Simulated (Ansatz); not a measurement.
# Na: energies, forces and stress near the listed structure

Aim: see how energy, forces, stress and gap of Na answer to random distortions, further strains and shifts, swapped elements, distortions that keep the symmetry. Nothing is relaxed unless a step says so.

Method: DFT PBEsol, scalar-relativistic, plane waves, PAW, in Ansatz 0.2.0.

### 1 Starting point

Symmetry: I4/mmm, No. 139, tetragonal system. Conventional cell: a = 3.777 Å, b = 3.777 Å, c = 5.275 Å, α = 90.00°, β = 90.00°, γ = 90.00°. Around Na (site symmetry 4/mmm) lie 12 Na at 3.75 to 3.78 Å.

Structure file:

```
CELL_PARAMETERS angstrom
-1.88829 1.88829 2.63728
1.88829 -1.88829 2.63728
1.88829 1.88829 -2.63728
ATOMIC_POSITIONS crystal
Na 0.00000 0.00000 0.00000
```

The structure comes from the Materials Project (structure only).

### 2 A distortion of lower symmetry

The change: strain xx, yy, zz, yz, xz, xy = +1.7, -1.5, -1.1, +0.0, +0.0, +0.3 %.

input.yaml

```yaml
crystal:
  lattice:
    - [-1.9143872627, 1.8537731191, 2.6077919267]
    - [1.9143872627, -1.8537731191, 2.6077919267]
    - [1.925339351, 1.8647252073, -2.6077919267]
  atoms:
    - { symbol: Na, position: [0.0, 0.0, 0.0] }
basis:
  ecutwfc: 420
kpoints:
  mp_grid: { grid: [14, 14, 14] }
hamiltonian:
  xc: pbesol
scf:
  occupations: { method: gaussian, width: 0.1 }
output:
  forces: true
  stress: true
  eigenvalues: true
  populations: true
```

### 3 A random distortion, cell strained

input.yaml

```yaml
crystal:
  lattice:
    - [-1.7723415755, 1.8180369633, 2.549685531]
    - [1.7999274896, -1.8823337687, 2.6154735923]
    - [1.7998728595, 1.9098650527, -2.5957220676]
  atoms:
    - { symbol: Na, position: [0.0, 0.0, 0.0] }
basis:
  ecutwfc: 420
kpoints:
  mp_grid: { grid: [12, 12, 14] }
hamiltonian:
  xc: pbesol
scf:
  occupations: { method: gaussian, width: 0.1 }
output:
  forces: true
  stress: true
  eigenvalues: true
```

### 4 A change within a subgroup

Edit input.yaml of step 3 so:

```diff
@@ -2,5 +2,5 @@
   lattice:
-    - [-1.7723415755, 1.8180369633, 2.549685531]
-    - [1.7999274896, -1.8823337687, 2.6154735923]
-    - [1.7998728595, 1.9098650527, -2.5957220676]
+    - [-1.9795644112, 1.9268188776, 2.7265484956]
+    - [1.9268188776, -1.9795644112, 2.7265484956]
+    - [2.0025637966, 2.0025637966, -2.7643143172]
   atoms:
```

### 5 A change within the space group

input.yaml

```yaml
crystal:
  lattice:
    - [-1.7989182632, 1.7989182632, 2.5915726751]
    - [1.7989182632, -1.7989182632, 2.5915726751]
    - [1.7989182632, 1.7989182632, -2.5915726751]
  atoms:
    - { symbol: Na, position: [0.0, 0.0, 0.0] }
basis:
  ecutwfc: 420
kpoints:
  mp_grid: { grid: [16, 16, 16] }
hamiltonian:
  xc: pbesol
scf:
  occupations: { method: gaussian, width: 0.1 }
output:
  forces: true
  stress: true
  eigenvalues: true
```

### 6 Substitution of an element, cell strained: Na → Rb, first probe

input.yaml

```yaml
crystal:
  lattice:
    - [-2.2813359107, 2.2813359107, 3.1862216903]
    - [2.2813359107, -2.2813359107, 3.1862216903]
    - [2.2813359107, 2.2813359107, -3.1862216903]
  atoms:
    - { symbol: Rb, position: [0.0, 0.0, 0.0] }
basis:
  ecutwfc: 420
kpoints:
  mp_grid: { grid: [6, 6, 6] }
hamiltonian:
  xc: pbesol
scf:
  occupations: { method: gaussian, width: 0.1 }
output:
  forces: true
  stress: true
  eigenvalues: true
```

### 7 One element swapped, cell strained: Na → Rb

Edit input.yaml of step 6 so:

```diff
@@ -10,3 +10,3 @@
 kpoints:
-  mp_grid: { grid: [6, 6, 6] }
+  mp_grid: { grid: [14, 14, 14] }
 hamiltonian:
```

### 8 A change within the space group

input.yaml

```yaml
crystal:
  lattice:
    - [-1.9358004836, 1.9358004836, 2.7827488617]
    - [1.9358004836, -1.9358004836, 2.7827488617]
    - [1.9358004836, 1.9358004836, -2.7827488617]
  atoms:
    - { symbol: Na, position: [0.0, 0.0, 0.0] }
basis:
  ecutwfc: 420
kpoints:
  mp_grid: { grid: [16, 16, 16] }
hamiltonian:
  xc: pbesol
scf:
  occupations: { method: gaussian, width: 0.1 }
output:
  forces: true
  stress: true
  eigenvalues: true
  populations: true
```

### 9 A distortion that keeps the symmetry

input.yaml

```yaml
crystal:
  lattice:
    - [-1.7633428592, 1.7633428592, 2.7001229833]
    - [1.7633428592, -1.7633428592, 2.7001229833]
    - [1.7633428592, 1.7633428592, -2.7001229833]
  atoms:
    - { symbol: Na, position: [0.0, 0.0, 0.0] }
basis:
  ecutwfc: 420
kpoints:
  mp_grid: { grid: [16, 16, 16] }
hamiltonian:
  xc: pbesol
scf:
  occupations: { method: gaussian, width: 0.1 }
output:
  forces: true
  stress: true
  eigenvalues: true
```

### 10 A change within a subgroup

input.yaml

```yaml
crystal:
  lattice:
    - [-1.8969083469, 1.9496538805, 2.6982768896]
    - [1.9496538805, -1.8969083469, 2.6982768896]
    - [1.874022259, 1.874022259, -2.660511068]
  atoms:
    - { symbol: Na, position: [0.0, 0.0, 0.0] }
basis:
  ecutwfc: 420
kpoints:
  mp_grid: { grid: [12, 12, 14] }
hamiltonian:
  xc: pbesol
scf:
  occupations: { method: gaussian, width: 0.1 }
output:
  forces: true
  stress: true
  eigenvalues: true
  populations: true
```

**Question.** What will these runs give? Wanted: for each run, case; energy; pressure; largest force.

**Answer**, as computed:

```
step                                         case  energy (meV/atom)  pressure (GPa)  largest force (eV/Å)  gap on the mesh (eV)
                         listed cell, run earlier                  0            -0.3                  0.00                  0.00
   2               a distortion of lower symmetry              -0.1*            -0.2                  0.00                  0.00
   3           a random distortion, cell strained              +3.3*             0.4                  0.00                  0.00
   4                   a change within a subgroup             +18.3*            -0.9                  0.00                  0.00
   5              a change within the space group               +4.9             0.7                  0.00                  0.00
   7  one element swapped, cell strained: Na → Rb                n/a             1.3                  0.00                  0.00
   8              a change within the space group              +14.8            -0.8                  0.00                  0.00
   9         a distortion that keeps the symmetry               +6.9             0.7                  0.00                  0.00
  10                   a change within a subgroup              +6.2*            -0.5                  0.00                  0.00
```

Energies are counted from the listed cell, with the smearing taken to zero; a star marks another k mesh, which can shift energies by itself, so starred rows don't rank against the others. Other atoms or functionals have another zero of energy (n/a). A gap of 0.00 means none on the mesh at this level.

At the listed geometry the pressure is -0.3 GPa and the largest force 0.00 eV/Å: close to this functional's equilibrium. The lowest comparable point ties with the listed cell within 3 meV/atom. The costliest is step 4, at 18 meV/atom. With one atom in the cell, moving it shifts the whole crystal, so no force arises from that. The pressure is 0.7 GPa in the smallest cell and -0.9 GPa in the largest; between them shape and moved atoms count too. The distorted cells of the listed formula and level show no gap on the mesh.
